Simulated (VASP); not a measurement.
# TiCo (Pm-3m) in VASP: single point with PBEsol

Aim: the single point of TiCo with PBEsol.

Everything below comes from runs of VASP 6.6.1. Logs are shortened: lines on timing, memory, paths and dates and some standing lists are left out, and cuts for length are marked.

## Step 1: The crystal as given

The structure is cubic, space group Pm-3m (No. 221). The conventional cell has a = 2.894 Å, b = 2.894 Å, c = 2.894 Å, α = 90.00°, β = 90.00°, γ = 90.00°. Around Ti (site symmetry m-3m) lie 8 Co at 2.51 Å. Around Co (site symmetry m-3m) lie 8 Ti at 2.51 Å.

The cell was built by a generator and needn't be a form met in nature.

## Step 2: Single point, PBEsol

File INCAR:

```
SYSTEM = TiCo
  ALGO = Normal
  EDIFF = 1E-7
  ENCUT = 520
  GGA = PS
  ISIF = 2
  ISMEAR = -1
  LASPH = .TRUE.
  LCHARG = .TRUE.
  LELF = .TRUE.
  LREAL = .FALSE.
  LVHAR = .TRUE.
  LWAVE = .FALSE.
  NBANDS = 18
  NELM = 60
  PREC = Accurate
  SIGMA = 0.108
```

File KPOINTS:

```
k-points
0
G
  12 12 12
  0 0 0
```

File POSCAR:

```
TiCo
1.0
    2.8936700000      0.0000000000      0.0000000000
    0.0000000000      2.8936700000      0.0000000000
    0.0000000000      0.0000000000      2.8936700000
Ti Co
1 1
Direct
    0.0000000000      0.0000000000      0.0000000000
    0.5000000000      0.5000000000      0.5000000000
```

Potentials or basis: VASP PAW PBE potentials, release 64 (Ti_sv, Co).

The run is started by

```
cat potpaw_PBE.64/Ti_sv/POTCAR potpaw_PBE.64/Co/POTCAR > POTCAR
mpirun -np 1 vasp_std > vasp.out
```

OUTCAR:

```text
SYSTEM = TiCo
   EDIFF = 1E-7
   ENCUT = 520
   GGA = PS
   ISIF = 2
   ISMEAR = -1
   LASPH = .TRUE.
   LREAL = .FALSE.
   NELM = 60
   PREC = Accurate

 ion  position               nearest neighbor table
   1  0.000  0.000  0.000-   2 2.51   2 2.51   2 2.51   2 2.51   2 2.51   2 2.51   2 2.51   2 2.51

   2  0.500  0.500  0.500-   1 2.51   1 2.51   1 2.51   1 2.51   1 2.51   1 2.51   1 2.51   1 2.51

  LATTYP: Found a simple cubic cell.
 ALAT       =     2.8936700000

  Lattice vectors:

 A1 = (   2.8936700000,   0.0000000000,   0.0000000000)
 A2 = (   0.0000000000,   2.8936700000,   0.0000000000)
 A3 = (   0.0000000000,   0.0000000000,   2.8936700000)

Analysis of symmetry for initial positions (statically):
=====================================================================
 Subroutine PRICEL returns:
 Original cell was already a primitive cell.

 Routine SETGRP: Setting up the symmetry group for a
 simple cubic supercell.

 Subroutine GETGRP returns: Found 48 space group operations
 (whereof 48 operations were pure point group operations)
 out of a pool of 48 trial point group operations.

The static configuration has the point symmetry O_h .

Analysis of symmetry for dynamics (positions and initial velocities):
=====================================================================
 Subroutine PRICEL returns:
 Original cell was already a primitive cell.

 Routine SETGRP: Setting up the symmetry group for a
 simple cubic supercell.

 Subroutine GETGRP returns: Found 48 space group operations
 (whereof 48 operations were pure point group operations)
 out of a pool of 48 trial point group operations.

The dynamic configuration has the point symmetry O_h .

 Subroutine INISYM returns: Found 48 space group operations
 (whereof 48 operations are pure point group operations),
 and found     1 'primitive' translations

----------------------------------------------------------------------------------------

                                     Primitive cell

  volume of cell :      24.2296

  direct lattice vectors                    reciprocal lattice vectors
     2.893670000  0.000000000  0.000000000     0.345581908  0.000000000  0.000000000
     0.000000000  2.893670000  0.000000000     0.000000000  0.345581908  0.000000000
     0.000000000  0.000000000  2.893670000     0.000000000  0.000000000  0.345581908

  length of vectors
     2.893670000  2.893670000  2.893670000     0.345581908  0.345581908  0.345581908

  position of ions in fractional coordinates (direct lattice)
     0.000000000  0.000000000  0.000000000
     0.500000000  0.500000000  0.500000000

  ion indices of the primitive-cell ions
   primitive index   ion index
                 1           1
                 2           2

----------------------------------------------------------------------------------------

 KPOINTS: k-points

Automatic generation of k-mesh.
 Grid dimensions read from file:
 generate k-points for:   12   12   12

 Generating k-lattice:

  Cartesian coordinates                     Fractional coordinates (reciprocal lattice)
     0.028798492  0.000000000  0.000000000     0.083333333  0.000000000  0.000000000
     0.000000000  0.028798492  0.000000000     0.000000000  0.083333333  0.000000000
     0.000000000  0.000000000  0.028798492     0.000000000  0.000000000  0.083333333

  Length of vectors
     0.028798492  0.028798492  0.028798492

  Shift w.r.t. Gamma in fractional coordinates (k-lattice)
     0.000000000  0.000000000  0.000000000

 Subroutine IBZKPT returns following result:
 ===========================================

 Found     84 irreducible k-points:

 Following reciprocal coordinates:
            Coordinates               Weight
  0.000000  0.000000  0.000000      1.000000
  0.083333  0.000000  0.000000      6.000000
  0.166667  0.000000  0.000000      6.000000
  0.250000  0.000000  0.000000      6.000000
  0.333333  0.000000  0.000000      6.000000
  0.416667  0.000000  0.000000      6.000000
[... 16 lines left out ...]
  0.333333  0.333333  0.000000     12.000000
  0.416667  0.333333  0.000000     24.000000
 [... further k-points ...]
   k-points           NKPTS =     84   k-points in BZ     NKDIM =     84   number of bands    NBANDS=     18
   number of dos      NEDOS =    301   number of ions     NIONS =      2
   total plane-waves  NPLWV =  13824
   dimension x,y,z NGX =    24 NGY =   24 NGZ =   24
   dimension x,y,z NGXF=    48 NGYF=   48 NGZF=   48
   ions per type =               1   1
   NGX,Y,Z   is equivalent  to a cutoff of  13.79, 13.79, 13.79 a.u.
   NGXF,Y,Z  is equivalent  to a cutoff of  27.58, 27.58, 27.58 a.u.
 SYSTEM =  TiCo
   PREC   = accura    normal or accurate (medium, high low for compatibility)
   ISTART =      0    job   : 0-new  1-cont  2-samecut
   ICHARG =      2    charge: 1-file 2-atom 10-const
   ISPIN  =      1    spin polarized calculation?
   LNONCOLLINEAR =      F non collinear calculations
   LSORBIT =      F    spin-orbit coupling
   LASPH  =      T    aspherical Exc in radial PAW
   ENCUT  =  520.0 eV  38.22 Ry    6.18 a.u.   5.38  5.38  5.38*2*pi/ulx,y,z
   NELM   =     60;   NELMIN=  2; NELMDL= -5     # of ELM steps
   EDIFF  = 0.1E-06   stopping-criterion for ELM
   LREAL  =      F    real-space projection
   EDIFFG = 0.1E-05   stopping-criterion for IOM
   NSW    =      0    number of steps for IOM
   IBRION =     -1    ionic relax: 0-MD 1-quasi-New 2-CG
   NFREE  =      0    steps in history (QN), initial steepest desc. (CG)
   ISIF   =      2    stress and relaxation
   ISYM   =      2    0-nonsym 1-usesym 2-fastsym
   POTIM  = 0.5000    time-step for ionic-motion
   TEBEG  =    0.0;   TEEND  =   0.0 temperature during run
   PSTRESS=    0.0 pullay stress
   NELECT =      21.0000    total number of electrons
   NUPDOWN=      -1.0000    fix difference up-down
   EMIN   =  10.00;   EMAX   =-10.00  energy-range for DOS
   EFERMI =   0.00;   METHOD = LEGACY
   ISMEAR =    -1;   SIGMA  =   0.11  broadening in eV -4-tet -1-fermi 0-gaus
   EFERMI_NEDOS =   21; number of points for ismear=-14 and -15
   IALGO  =     38    algorithm
   IMIX   =      4    mixing-type and parameters
     AMIX     =   0.40;   BMIX     =  1.00
     AMIX_MAG =   1.60;   BMIX_MAG =  1.00
  volume/ion in A,a.u.               =      12.11        81.75
  Fermi-wavevector in a.u.,A,eV,Ry     =   1.560866  2.949609 33.147906  2.436302
  Thomas-Fermi vector in A             =   2.664015
   LORBIT       =      0    0 simple, 1 ext, 2 COOP (PROOUT), +10 PAW based schemes
   GGA     = PS    functional components
   LHFCALC =     F    Hartree Fock is set to
   AEXX    =    0.0000 exact exchange contribution
   IVDW    =     0    specifies the selected vdW correction
   LEPSILON=     F    determine dielectric tensor
   LRPA    =     F    only Hartree local field effects (RPA)
 non-spin polarized calculation
  energy-cutoff  :      520.00
  volume of cell :       24.23
 maximum number of plane-waves:       672
 NGX is ok and might be reduce to    24
   NGX = 11   NGY = 11   NGZ = 11

 number of electron      21.0000011 magnetization

 Free energy of the ion-electron system (eV)
  ---------------------------------------------------
  ext. energy  EPLUGINS =         0.00000000
  ---------------------------------------------------
  free energy    TOTEN  =       -16.91766752 eV

  energy without entropy =      -16.82068237  energy(sigma->0) =      -16.86917495

 E-fermi :  11.0257     XC(G=0): -13.2481

 val. band max:       11.0256424408   @ k =   0.4167   0.2500   0.0000
 cond. band min:      11.0417253786   @ k =   0.5000   0.1667   0.0833
 fundamental gap:      0.0160829377
 Fermi energy:        11.0257171664

 k-point     1 :       0.0000    0.0000    0.0000
  band No.  band energies     occupation
      1     -45.7617      2.00000
      2     -21.9203      2.00000
      3     -21.9203      2.00000
      4     -21.9203      2.00000
      5       2.9628      2.00000
      6       6.7372      2.00000
[... 10 lines left out ...]
     17      20.6875      0.00000
     18      20.6875      0.00000

 k-point     2 :       0.0833    0.0000    0.0000
  band No.  band energies     occupation
      1     -45.7585      2.00000
      2     -21.9494      2.00000
      3     -21.9183      2.00000
      4     -21.9183      2.00000
      5       3.1134      2.00000
      6       6.8059      2.00000
[... 10 lines left out ...]
     17      21.0513      0.00000
     18      21.0513      0.00000

 k-point     3 :       0.1667    0.0000    0.0000
  band No.  band energies     occupation
      1     -45.7496      2.00000
      2     -22.0284      2.00000
      3     -21.9128      2.00000
      4     -21.9128      2.00000
      5       3.5525      2.00000
      6       7.0072      2.00000
[... 10 lines left out ...]
     17      22.0118      0.00000
     18      22.0118      0.00000

 k-point     4 :       0.2500    0.0000    0.0000
  band No.  band energies     occupation
      1     -45.7373      2.00000
      2     -22.1349      2.00000
      3     -21.9054      2.00000
      4     -21.9054      2.00000
      5       4.2421      2.00000
      6       7.2750      2.00000
[... 10 lines left out ...]
     17      23.3478      0.00000
     18      23.3478      0.00000

 k-point     5 :       0.3333    0.0000    0.0000
  band No.  band energies     occupation
      1     -45.7251      2.00000
      2     -22.2400      2.00000
      3     -21.8979      2.00000
      4     -21.8979      2.00000
      5       5.1150      2.00000
      6       7.4567      2.00000
[... 10 lines left out ...]
     17      24.9074      0.00000
     18      24.9074      0.00000

 k-point     6 :       0.4167    0.0000    0.0000
  band No.  band energies     occupation
      1     -45.7161      2.00000
      2     -22.3160      2.00000
      3     -21.8924      2.00000
      4     -21.8924      2.00000
      5       6.0563      2.00000
      6       7.3913      2.00000
[... 10 lines left out ...]
     17      26.1518      0.00000
     18      26.5963      0.00000

 k-point     7 :       0.5000    0.0000    0.0000
  band No.  band energies     occupation
      1     -45.7128      2.00000
      2     -22.3436      2.00000
      3     -21.8904      2.00000
      4     -21.8904      2.00000
      5       6.7654      2.00000
      6       7.0329      2.00000
[... 10 lines left out ...]
     17      26.0519      0.00000
     18      28.1587      0.00000

 k-point     8 :       0.0833    0.0833    0.0000
  band No.  band energies     occupation
      1     -45.7553      2.00000
      2     -21.9500      2.00000
      3     -21.9445      2.00000
      4     -21.9163      2.00000
      5       3.2615      2.00000
      6       6.8737      2.00000
[... 10 lines left out ...]
     17      20.5574      0.00000
     18      21.3823      0.00000
[... 229 lines left out ...]
     17      20.3732      0.00000
     18      25.0000      0.00000

 k-point    20 :       0.3333    0.2500    0.0000
  band No.  band energies     occupation
      1     -45.7029      2.00000
      2     -22.2100      2.00000
      3     -22.0957      2.00000
      4     -21.8790      2.00000
      5       5.8416      2.00000
      6       7.3892      2.00000
[... 10 lines left out ...]
     17      20.8471      0.00000
     18      25.4012      0.00000

 k-point    21 :       0.4167    0.2500    0.0000
  band No.  band energies     occupation
      1     -45.6945      2.00000
      2     -22.2817      2.00000
      3     -22.0868      2.00000
      4     -21.8725      2.00000
      5       6.3679      2.00000
      6       7.2616      2.00000
[... 10 lines left out ...]
     17      21.7044      0.00000
     18      24.2649      0.00000

 k-point    22 :       0.5000    0.2500    0.0000
  band No.  band energies     occupation
      1     -45.6914      2.00000
      2     -22.3079      2.00000
      3     -22.0835      2.00000
      4     -21.8701      2.00000
      5       6.6324      2.00000
      6       7.1358      2.00000
[... 10 lines left out ...]
     17      22.3381      0.00000
     18      23.5383      0.00000

 k-point    23 :       0.3333    0.3333    0.0000
  band No.  band energies     occupation
      1     -45.6918      2.00000
      2     -22.2017      2.00000
      3     -22.1859      2.00000
      4     -21.8695      2.00000
      5       6.1520      2.00000
      6       7.2294      2.00000
[... 10 lines left out ...]
     17      20.4487      0.00000
     18      24.0762      0.00000

 k-point    24 :       0.4167    0.3333    0.0000
  band No.  band energies     occupation
      1     -45.6836      2.00000
      2     -22.2646      2.00000
      3     -22.1822      2.00000
      4     -21.8625      2.00000
      5       6.3478      2.00000
      6       7.0798      2.00000
[... 10 lines left out ...]
     17      20.7899      0.00000
     18      22.8724      0.00000

 [... further k-points ...]

------------------------ aborting loop because EDIFF is reached ----------------------------------------

  FORCE on cell =-STRESS in cart. coord.  units (eV):
  Direction    XX          YY          ZZ          XY          YZ          ZX
  --------------------------------------------------------------------------------------
  -------------------------------------------------------------------------------------
  Total        1.2453387      1.2453387      1.2453387      0.0000000      0.0000000      0.0000000
  in kB       82.3476225     82.3476225     82.3476225      0.0000000      0.0000000      0.0000000
  external PRESSURE =      82.3476225 kB  Pullay stress =       0.0000000 kB

 VOLUME and BASIS-vectors are now :
 -----------------------------------------------------------------------------
  energy-cutoff  :      520.00
  volume of cell :       24.23
      direct lattice vectors                 reciprocal lattice vectors
     2.893670000  0.000000000  0.000000000     0.345581908  0.000000000  0.000000000
     0.000000000  2.893670000  0.000000000     0.000000000  0.345581908  0.000000000
     0.000000000  0.000000000  2.893670000     0.000000000  0.000000000  0.345581908

 POSITION                                       TOTAL-FORCE (eV/Angst)
 -----------------------------------------------------------------------------------
      0.00000      0.00000      0.00000         0.000000      0.000000      0.000000
      1.44684      1.44684      1.44684         0.000000      0.000000      0.000000
 -----------------------------------------------------------------------------------
    total drift:                                0.000000      0.000000     -0.000000

  FREE ENERGIE OF THE ION-ELECTRON SYSTEM (eV)
  ---------------------------------------------------
  free  energy   TOTEN  =       -16.9176675221 eV

  energy  without entropy=      -16.8206823680  energy(sigma->0) =      -16.86917495
```

It took 26 s on 1 thread of Intel Xeon Platinum 8488C (Sapphire Rapids), shared host; peak memory 0.16 GiB.

What came out:

```yaml
Free_energy: -16.9177 eV
Pressure: 8.2 GPa
Band_gap_on_the_k_mesh: none (metal or under the smearing width)
```

Caveat: the PAW data sets were made with another functional, which shifts forces and pressure a little. Spin polarisation is off, so any magnetic state and its effect on volume and gap are missing.
